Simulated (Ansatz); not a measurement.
Runs of Ansatz 0.2.0 on AlNi. It takes space group Pm-3m (No. 221, cubic). The conventional cell has a = 2.881 Å, b = 2.881 Å, c = 2.881 Å, α = 90.00°, β = 90.00°, γ = 90.00°. Ni (site symmetry m-3m) has 8 Al at 2.50 Å as nearest neighbours. Al (site symmetry m-3m) has 8 Ni at 2.50 Å as nearest neighbours. 

| task | level | cell | cutoff (eV) | smearing | gap on the mesh (eV) | pressure (GPa) | moment (μB) | relaxed volume (Å³/atom) |
| --- | --- | --- | --- | --- | --- | --- | --- | --- |
| relaxation of cell and atoms | PBE+D4 | relaxed | - | fermi-dirac 0.05 eV | - | 0.0 | 0.00 | (a) |
| relaxation of cell and atoms | revPBE+D3(BJ) | relaxed | - | fermi-dirac 0.05 eV | - | 0.0 | 0.00 | 11.45 |
| single point | PBE | as given | 255 | gaussian 0.021 eV | none | 1.9 | 0.00 | - |
| single point | PBE | as given | 255 | gaussian 0.025 eV | none | 1.9 | 0.00 | - |
| relaxation of cell and atoms | PBEsol | relaxed | - | fermi-dirac 0.05 eV | - | 0.0 | 0.00 | 11.71 |

Alike in all rows: potentials or basis all-electron LAPW, scalar-relativistic; spin collinear, ferromagnetic start; k mesh 9 × 9 × 9; basis error allowed 0.001 eV/atom.

Problem. Fill in the values left out.

Solution. (a) 11.70.

A k mesh can miss the band edges.

A gap of «none» marks a metal or a gap under the smearing width.

Not every run made on this cell is shown here.
